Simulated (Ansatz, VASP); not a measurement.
# Sr in VASP and in Ansatz

```
Sr
1.0
     0.00000    4.68222    4.68222
     4.68222    0.00000    4.68222
     4.68222    4.68222    0.00000
Sr
2
Direct
  0.12500 0.12500 0.12500
  0.87500 0.87500 0.87500
```

Alike in both runs: functional PBEsol; k mesh 7 × 7 × 7; occupations fermi-dirac, width 0.1 eV; no spin polarisation.

Ansatz relaxed the structure, and its values are those at the end. VASP's run is a single point on that final structure, the one shown.

|  | VASP | Ansatz |
| --- | --- | --- |
| version | VASP 6.6.1 | Ansatz 0.2.0 |
| potentials or method | VASP PAW PBE potentials, release 64 (Sr_sv) | plane waves (420 eV) with PAW, scalar-relativistic |
| plane-wave cutoff (eV) | 520 | 420 |
| valence electrons in the cell | 20 | 20 |

```csv
,VASP,Ansatz,Ansatz less VASP
pressure (GPa),0.0,0.0,0.00
```

Ansatz warned: «pseudo_functional_mismatch».

Caveats: the PAW data sets were made with another functional, which shifts forces and pressure a little (VASP).
